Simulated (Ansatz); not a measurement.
The system is SnO.

```
Sn O
1.0
     3.81370    0.00000    0.00000
     0.00000    3.81370    0.00000
     0.00000    0.00000    4.88691
Sn O
2 2
Direct
  0.50000 0.00000 0.76463
  0.00000 0.50000 0.23537
  0.00000 0.00000 0.00000
  0.50000 0.50000 0.00000
```

The cell is a database's computed one.

Base run:

```yaml
Program: Ansatz 0.2.0
Functional: BLYP
Potentials_or_basis: Ansatz PAW
Cutoff: "420 eV (not typed: the program's choice for these potentials)"
k_mesh: 7 × 7 × 6
Occupations: fermi-dirac, width 0.05 eV
Spin: no spin polarisation
```

Its results: band gap on the k mesh 0.59 eV, indirect (least direct gap 2.24 eV); pressure 8.1 GPa; largest force 0.541 eV/Å.

After a change of settings the same cell gave: band gap on the k mesh 0.50 eV, indirect (least direct gap 2.41 eV); pressure -0.5 GPa; largest force 0.130 eV/Å. Which change was it?
A. functional from BLYP to r2SCAN; cutoff from 420 eV (not typed: the program's choice for these potentials) to 500 eV (not typed: the program's choice for these potentials)
B. functional from BLYP to RPBE
C. functional from BLYP to PBE; occupations from fermi-dirac, width 0.05 eV to gaussian, width 0.012 eV
D. functional from BLYP to revPBE

A.

Caveats: the k mesh misses the band edges, so the gap on the mesh is wider than the one along the path; spin-orbit coupling is left out, which moves the levels of the heavy elements; the PAW data sets come from PBE, with cores solved anew for the run's functional, which leaves a small shift of forces and pressure.
